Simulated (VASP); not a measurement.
# Sn (I4/mmm) in VASP: single point with PBE

Aim: the single point of Sn with PBE.

Program: VASP 6.6.1. These are calculated values, not measurements. Logs are shortened: lines on timing, memory, paths and dates and some standing lists are left out, and cuts for length are marked.

**1. Starting point**

It takes space group I4/mmm (No. 139, tetragonal). Conventional cell: a = 4.058 Å, b = 4.058 Å, c = 3.322 Å, α = 90.00°, β = 90.00°, γ = 90.00°. Sn (site symmetry 4/mmm) has 10 Sn at 3.32 Å as nearest neighbours.

This isn't the form of Sn at room conditions, which is tetragonal (white tin).

**2. Single point, PBE**

INCAR

```
SYSTEM = Sn
PREC = Accurate ; ENCUT = 520
EDIFF = 1E-6 ; ISMEAR = -1
SIGMA = 0.05 ; LREAL = .False.
LASPH = .True. ; NELM = 100
ALGO = Fast ; ISIF = 2
LWAVE = .False. ; LCHARG = .False.
GGA = PE ; NBANDS = 13
```

KPOINTS

```
Automatic mesh
0
Gamma
  16 16 16
  0 0 0
```

POSCAR

```
Sn
1.0
   -2.0291894110      2.0291894110      1.6607599896
    2.0291894110     -2.0291894110      1.6607599896
    2.0291894110      2.0291894110     -1.6607599896
Sn
1
Direct
    0.0000000000      0.0000000000      0.0000000000
```

Potentials or basis: VASP PAW PBE potentials, release 64 (Sn_d).

Run with:

```bash
$ cat potpaw_PBE.64/Sn_d/POTCAR > POTCAR
$ mpirun -np 1 vasp_std > vasp.out
```

OUTCAR:

```text
SYSTEM = Sn
   PREC = Accurate
   ENCUT = 520
   EDIFF = 1E-6
   ISMEAR = -1
   LREAL = .False.
   LASPH = .True.
   NELM = 100
   ISIF = 2
   GGA = PE

 ion  position               nearest neighbor table
   1  0.000  0.000  0.000-

  LATTYP: Found a body centered tetragonal cell.
 ALAT       =     4.0583788220
 C/A-ratio  =     0.8184351745

  Lattice vectors:

 A1 = (  -2.0291894110,   2.0291894110,   1.6607599896)
 A2 = (   2.0291894110,  -2.0291894110,   1.6607599896)
 A3 = (   2.0291894110,   2.0291894110,  -1.6607599896)

Analysis of symmetry for initial positions (statically):
=====================================================================
 Subroutine PRICEL returns:
 Original cell was already a primitive cell.

 Routine SETGRP: Setting up the symmetry group for a
 body centered tetragonal supercell.

 Subroutine GETGRP returns: Found 16 space group operations
 (whereof 16 operations were pure point group operations)
 out of a pool of 16 trial point group operations.

The static configuration has the point symmetry D_4h.

Analysis of symmetry for dynamics (positions and initial velocities):
=====================================================================
 Subroutine PRICEL returns:
 Original cell was already a primitive cell.

 Routine SETGRP: Setting up the symmetry group for a
 body centered tetragonal supercell.

 Subroutine GETGRP returns: Found 16 space group operations
 (whereof 16 operations were pure point group operations)
 out of a pool of 16 trial point group operations.

The dynamic configuration has the point symmetry D_4h.

 Subroutine INISYM returns: Found 16 space group operations
 (whereof 16 operations are pure point group operations),
 and found     1 'primitive' translations

----------------------------------------------------------------------------------------

                                     Primitive cell

  volume of cell :      27.3534

  direct lattice vectors                    reciprocal lattice vectors
    -2.029189411  2.029189411  1.660759990     0.000000000  0.246403809  0.301066983
     2.029189411 -2.029189411  1.660759990     0.246403809  0.000000000  0.301066983
     2.029189411  2.029189411 -1.660759990     0.246403809  0.246403809  0.000000000

  length of vectors
     3.315621069  3.315621069  3.315621069     0.389045197  0.389045197  0.348467608

  position of ions in fractional coordinates (direct lattice)
     0.000000000  0.000000000  0.000000000

  ion indices of the primitive-cell ions
   primitive index   ion index
                 1           1

----------------------------------------------------------------------------------------

 KPOINTS: Automatic mesh

Automatic generation of k-mesh.
 Grid dimensions read from file:
 generate k-points for:   16   16   16

 Generating k-lattice:

  Cartesian coordinates                     Fractional coordinates (reciprocal lattice)
     0.000000000  0.015400238  0.018816686     0.062500000  0.000000000  0.000000000
     0.015400238  0.000000000  0.018816686     0.000000000  0.062500000  0.000000000
     0.015400238  0.015400238  0.000000000     0.000000000  0.000000000  0.062500000

  Length of vectors
     0.024315325  0.024315325  0.021779226

  Shift w.r.t. Gamma in fractional coordinates (k-lattice)
     0.000000000  0.000000000  0.000000000

 Subroutine IBZKPT returns following result:
 ===========================================

 Found    349 irreducible k-points:

 Following reciprocal coordinates:
            Coordinates               Weight
  0.000000  0.000000  0.000000      1.000000
  0.062500  0.000000 -0.000000      8.000000
  0.125000  0.000000 -0.000000      8.000000
  0.187500  0.000000  0.000000      8.000000
  0.250000  0.000000 -0.000000      8.000000
  0.312500  0.000000  0.000000      8.000000
[... 16 lines left out ...]
 -0.125000  0.062500  0.000000     16.000000
 -0.062500  0.062500  0.000000      4.000000
 [... further k-points ...]
   k-points           NKPTS =    349   k-points in BZ     NKDIM =    349   number of bands    NBANDS=     13
   number of dos      NEDOS =    301   number of ions     NIONS =      1
   total plane-waves  NPLWV =  21952
   dimension x,y,z NGX =    28 NGY =   28 NGZ =   28
   dimension x,y,z NGXF=    56 NGYF=   56 NGZF=   56
   ions per type =               1
   NGX,Y,Z   is equivalent  to a cutoff of  14.04, 14.04, 14.04 a.u.
   NGXF,Y,Z  is equivalent  to a cutoff of  28.08, 28.08, 28.08 a.u.
 SYSTEM =  Sn
   PREC   = accura    normal or accurate (medium, high low for compatibility)
   ISTART =      0    job   : 0-new  1-cont  2-samecut
   ICHARG =      2    charge: 1-file 2-atom 10-const
   ISPIN  =      1    spin polarized calculation?
   LNONCOLLINEAR =      F non collinear calculations
   LSORBIT =      F    spin-orbit coupling
   LASPH  =      T    aspherical Exc in radial PAW
   ENCUT  =  520.0 eV  38.22 Ry    6.18 a.u.   6.16  6.16  6.16*2*pi/ulx,y,z
   NELM   =    100;   NELMIN=  2; NELMDL= -5     # of ELM steps
   EDIFF  = 0.1E-05   stopping-criterion for ELM
   LREAL  =      F    real-space projection
   EDIFFG = 0.1E-04   stopping-criterion for IOM
   NSW    =      0    number of steps for IOM
   IBRION =     -1    ionic relax: 0-MD 1-quasi-New 2-CG
   NFREE  =      0    steps in history (QN), initial steepest desc. (CG)
   ISIF   =      2    stress and relaxation
   ISYM   =      2    0-nonsym 1-usesym 2-fastsym
   POTIM  = 0.5000    time-step for ionic-motion
   TEBEG  =    0.0;   TEEND  =   0.0 temperature during run
   PSTRESS=    0.0 pullay stress
   NELECT =      14.0000    total number of electrons
   NUPDOWN=      -1.0000    fix difference up-down
   EMIN   =  10.00;   EMAX   =-10.00  energy-range for DOS
   EFERMI =   0.00;   METHOD = LEGACY
   ISMEAR =    -1;   SIGMA  =   0.05  broadening in eV -4-tet -1-fermi 0-gaus
   EFERMI_NEDOS =   21; number of points for ismear=-14 and -15
   IALGO  =     68    algorithm
   IMIX   =      4    mixing-type and parameters
     AMIX     =   0.40;   BMIX     =  1.00
     AMIX_MAG =   1.60;   BMIX_MAG =  1.00
  volume/ion in A,a.u.               =      27.35       184.59
  Fermi-wavevector in a.u.,A,eV,Ry     =   1.309524  2.474642 23.331997  1.714853
  Thomas-Fermi vector in A             =   2.440117
   LORBIT       =      0    0 simple, 1 ext, 2 COOP (PROOUT), +10 PAW based schemes
   GGA     = PE    functional components
   LHFCALC =     F    Hartree Fock is set to
   AEXX    =    0.0000 exact exchange contribution
   IVDW    =     0    specifies the selected vdW correction
   LEPSILON=     F    determine dielectric tensor
   LRPA    =     F    only Hartree local field effects (RPA)
 non-spin polarized calculation
 RMM-DIIS sequential band-by-band and
  energy-cutoff  :      520.00
  volume of cell :       27.35
 maximum number of plane-waves:       750
 NGX is ok and might be reduce to    28
   NGX = 13   NGY = 13   NGZ = 13

 number of electron      14.0000001 magnetization

 Free energy of the ion-electron system (eV)
  ---------------------------------------------------
  ext. energy  EPLUGINS =         0.00000000
  ---------------------------------------------------
  free energy    TOTEN  =        -3.78330113 eV

  energy without entropy =       -3.77882251  energy(sigma->0) =       -3.78106182

 E-fermi :   8.0003     XC(G=0): -10.3270

 val. band max:        7.9900617210   @ k =   0.3125   0.1875   0.1875
 cond. band min:       8.0244746432   @ k =   0.5000   0.1875  -0.0000
 fundamental gap:      0.0344129222
 Fermi energy:         8.0002614224

 k-point     1 :       0.0000    0.0000    0.0000
  band No.  band energies     occupation
      1     -13.5803      2.00000
      2     -13.5024      2.00000
      3     -13.5024      2.00000
      4     -13.4989      2.00000
      5     -13.3893      2.00000
      6      -3.0571      2.00000
      7      14.7489      0.00000
      8      14.7489      0.00000
      9      17.3174      0.00000
     10      18.2364      0.00000
     11      19.3822      0.00000
     12      20.5170      0.00000
     13      20.5170      0.00000

 k-point     2 :       0.0625    0.0000   -0.0000
  band No.  band energies     occupation
      1     -13.5761      2.00000
      2     -13.5026      2.00000
      3     -13.5015      2.00000
      4     -13.4940      2.00000
      5     -13.3914      2.00000
      6      -2.9645      2.00000
      7      14.4388      0.00000
      8      14.5035      0.00000
      9      16.6657      0.00000
     10      18.5816      0.00000
     11      19.4400      0.00000
     12      19.9175      0.00000
     13      20.0492      0.00000

 k-point     3 :       0.1250    0.0000   -0.0000
  band No.  band energies     occupation
      1     -13.5680      2.00000
      2     -13.5043      2.00000
      3     -13.4949      2.00000
      4     -13.4791      2.00000
      5     -13.3972      2.00000
      6      -2.6861      2.00000
      7      13.7725      0.00000
      8      13.8003      0.00000
      9      15.1602      0.00000
     10      18.4735      0.00000
     11      18.5471      0.00000
     12      19.9842      0.00000
     13      20.7351      0.00000
[... 305 lines left out ...]
 k-point    23 :      -0.1250    0.0625    0.0000
  band No.  band energies     occupation
      1     -13.5695      2.00000
      2     -13.5042      2.00000
      3     -13.4986      2.00000
      4     -13.4879      2.00000
      5     -13.3946      2.00000
      6      -2.8178      2.00000
      7      12.9359      0.00000
      8      14.5679      0.00000
      9      16.1405      0.00000
     10      18.9256      0.00000
     11      19.4252      0.00000
     12      19.8190      0.00000
     13      21.4278      0.00000

 k-point    24 :      -0.0625    0.0625    0.0000
  band No.  band energies     occupation
      1     -13.5763      2.00000
      2     -13.5033      2.00000
      3     -13.5006      2.00000
      4     -13.4965      2.00000
      5     -13.3910      2.00000
      6      -2.9838      2.00000
      7      13.7675      0.00000
      8      14.8031      0.00000
      9      17.0668      0.00000
     10      18.6531      0.00000
     11      19.6389      0.00000
     12      20.2900      0.00000
     13      20.8554      0.00000

 [... further k-points ...]

------------------------ aborting loop because EDIFF is reached ----------------------------------------

  FORCE on cell =-STRESS in cart. coord.  units (eV):
  Direction    XX          YY          ZZ          XY          YZ          ZX
  --------------------------------------------------------------------------------------
  -------------------------------------------------------------------------------------
  Total        0.1231587      0.1231587      0.2694815      0.0000000     -0.0000000      0.0000000
  in kB        7.2137936      7.2137936     15.7843811      0.0000000     -0.0000000      0.0000000
  external PRESSURE =      10.0706561 kB  Pullay stress =       0.0000000 kB

 VOLUME and BASIS-vectors are now :
 -----------------------------------------------------------------------------
  energy-cutoff  :      520.00
  volume of cell :       27.35
      direct lattice vectors                 reciprocal lattice vectors
    -2.029189411  2.029189411  1.660759990     0.000000000  0.246403809  0.301066983
     2.029189411 -2.029189411  1.660759990     0.246403809  0.000000000  0.301066983
     2.029189411  2.029189411 -1.660759990     0.246403809  0.246403809  0.000000000

 POSITION                                       TOTAL-FORCE (eV/Angst)
 -----------------------------------------------------------------------------------
      0.00000      0.00000      0.00000        -0.000000      0.000000     -0.000000
 -----------------------------------------------------------------------------------
    total drift:                               -0.000000     -0.000000     -0.000000

  FREE ENERGIE OF THE ION-ELECTRON SYSTEM (eV)
  ---------------------------------------------------
  free  energy   TOTEN  =        -3.7833011283 eV

  energy  without entropy=       -3.7788225132  energy(sigma->0) =       -3.78106182
```

It took 3.1 min on 1 thread of Intel Xeon Platinum 8375C at 2.90GHz (Ice Lake), shared host; peak memory 0.24 GiB.

What came out:

- Free energy: -3.7833 eV
- Pressure: 1.0 GPa
- Band gap on the k mesh: none (metal or under the smearing width)
